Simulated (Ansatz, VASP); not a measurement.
## BAs in VASP and in Ansatz

The input INCAR:

```
SYSTEM = BAs
PREC = Accurate ; ENCUT = 520
EDIFF = 1E-6 ; ISMEAR = 0
SIGMA = 0.02 ; LREAL = .False.
LASPH = .True. ; NELM = 100
ALGO = Normal ; ISIF = 2
LWAVE = .False. ; LCHARG = .False.
GGA = PE ; NBANDS = 11
```

File KPOINTS:

```
regular mesh
0
Gamma
  10 10 10
  0 0 0
```

Contents of POSCAR:

```
BAs
1.0
    0.0000000000      2.3041086820      2.3041086820
    2.3041086820      0.0000000000      2.3041086820
    2.3041086820      2.3041086820      0.0000000000
B As
1 1
Direct
    0.0000000000      0.0000000000      0.0000000000
    0.2500000000      0.2500000000      0.2500000000
```

Input for Ansatz:

```yaml
crystal:
  lattice:
    - [0.0, 2.304108682, 2.304108682]
    - [2.304108682, 0.0, 2.304108682]
    - [2.304108682, 2.304108682, 0.0]
  atoms:
    - { symbol: B, position: [0.0, 0.0, 0.0] }
    - { symbol: As, position: [0.25, 0.25, 0.25] }
basis:
  ecutwfc: 420
kpoints:
  mp_grid: { grid: [10, 10, 10] }
hamiltonian:
  xc: pbe
scf:
  occupations: { method: gaussian, width: 0.02 }
output:
  forces: true
  stress: true
  eigenvalues: true
```

Alike in both runs: task single point; functional PBE; k mesh 10 × 10 × 10; occupations gaussian, width 0.02 eV; no spin polarisation.

```csv
,VASP,Ansatz
version,VASP 6.6.1,Ansatz 0.2.0
potentials or method,"VASP PAW PBE potentials, release 64 (B, As)","scalar-relativistic, plane waves, PAW"
plane-wave cutoff (eV),520,420
valence electrons in the cell,8,18
```

VASP gave:

```
gap on the k mesh at the Fermi level (eV) : 1.06
least direct gap on the mesh (eV)         : 3.42
pressure (GPa)                            : 23.0
```

Problem. Which values does Ansatz return?

Solution. gap on the k mesh at the Fermi level (eV): 1.07; least direct gap on the mesh (eV): 3.43; pressure (GPa): 21.9.

The two sets of potentials don't hold the same shells in valence.

Caveats: so large a pressure means that the cell lies far from this level's equilibrium, or that cutoff or potentials fall short (VASP). A k mesh can miss the band edges.
